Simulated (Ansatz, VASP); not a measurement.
# Two plane-wave programs on SiGe3

```
Si Ge
1.0
     4.21026    0.00000    0.00000
     0.00000    4.21026    0.00000
     0.00000    0.00000    4.21026
Si Ge
1 3
Direct
  0.00000 0.00000 0.00000
  0.00000 0.50000 0.50000
  0.50000 0.00000 0.50000
  0.50000 0.50000 0.00000
```

Alike in both runs: functional r2SCAN; k mesh 4 × 4 × 4; occupations gaussian, width 0.1 eV; no spin polarisation.

Ansatz relaxed the structure, and its values are those at the end. VASP's run is a single point on that final structure, the one shown.

|  | VASP | Ansatz |
| --- | --- | --- |
| version | VASP 6.6.1 | Ansatz 0.2.0 |
| potentials or method | VASP PAW PBE potentials, release 64 (Si, Ge_d) | scalar-relativistic, plane waves, PAW |
| plane-wave cutoff (eV) | 520 | 500 |
| valence electrons in the cell | 46 | 46 |

VASP gave:

| Item | Value |
| --- | --- |
| gap on the k mesh at the Fermi level (eV) | none |
| pressure (GPa) | -0.4 |

Estimate Ansatz's values.

gap on the k mesh at the Fermi level (eV): none; pressure (GPa): -0.3.

A gap of «none» marks a metal or a gap that the smearing closes. The functional is the same, so the differences come from potentials, cutoffs and numerics.

Caveats: the k mesh is coarse (spacing up to 0.37 Å⁻¹), so the values aren't converged; the PAW data sets were made with another functional, which shifts forces and pressure a little (VASP).
